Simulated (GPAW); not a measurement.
BAs:

```xyz
2
Lattice="0.0000 2.3885 2.3885 2.3885 0.0000 2.3885 2.3885 2.3885 0.0000" Properties=species:S:1:pos:R:3 pbc="T T T"
As    3.5827    3.5827    3.5827
B     0.0000    0.0000    0.0000
```

Base run:

| Item | Value |
| --- | --- |
| Program | GPAW 26.7.0 |
| Functional | LDA |
| Potentials or basis | the program's PAW data sets (release 1.2.1) made for this functional |
| Cutoff | 800 eV |
| Basis | pw |
| k mesh | 10 × 10 × 10 |
| Occupations | gaussian, width 0.1 eV |
| Spin | no spin polarisation |

Its results: band gap on the k mesh 1.13 eV, indirect (least direct gap 3.27 eV); pressure -3.4 GPa.

Task: The run is repeated on the same cell with these changes: functional from LDA to revPBE; occupations from gaussian, width 0.1 eV to fermi-dirac, width 0.05 eV. What comes out?

Result: Band gap on the k mesh 1.20 eV, indirect (least direct gap 3.29 eV); pressure 5.3 GPa.
